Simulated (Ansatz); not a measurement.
Set up this calculation in Ansatz 0.2.0, as the native input.

```yaml
Task: single point
Functional: PBEsol
Potentials_or_basis: all-electron LAPW, scalar-relativistic
Cutoff: 278 eV (chosen from the basis error)
Basis_error_allowed: 0.001 eV/atom
k_mesh: 8 × 8 × 8
Occupations: fermi-dirac, width 0.05 eV
Spin: no spin polarisation
```

GaP:

```xyz
2
Lattice="0.0000 2.7252 2.7252 2.7252 0.0000 2.7252 2.7252 2.7252 0.0000" Properties=species:S:1:pos:R:3 pbc="T T T"
Ga    0.0000    0.0000    0.0000
P     4.0879    4.0879    4.0879
```

One way to write it, as run:

input.yaml

```yaml
crystal:
  lattice:
    - [0.0, 2.72525, 2.72525]
    - [2.72525, 0.0, 2.72525]
    - [2.72525, 2.72525, 0.0]
  atoms:
    - { symbol: Ga, position: [0.0, 0.0, 0.0] }
    - { symbol: P, position: [0.75, 0.75, 0.75] }
kpoints:
  mp_grid: { grid: [8, 8, 8] }
scf:
  occupations: { method: fermi_dirac, width: 0.05 }
hamiltonian:
  xc: pbesol
  pseudopotentials: { kind: all_electron, lapw: { basis_error: 0.001 } }
output:
  forces: true
  stress: true
  eigenvalues: true
  populations: true
```

Potentials or basis: all-electron LAPW, scalar-relativistic.

Run with:

```sh
$ ansatz run input.yaml --threads 1 --pin off --max-ram 3072MiB --backend cpu --events-out ev --progress --plain --runs-dir out
```

Results of the run:

* Pressure: -0.6 GPa
* Band gap on the k mesh: 1.52 eV, indirect (least direct gap 1.75 eV)

Run time: 10 s on 1 thread of Arm Neoverse V2, with other jobs on the host, peak memory 0.26 GiB.
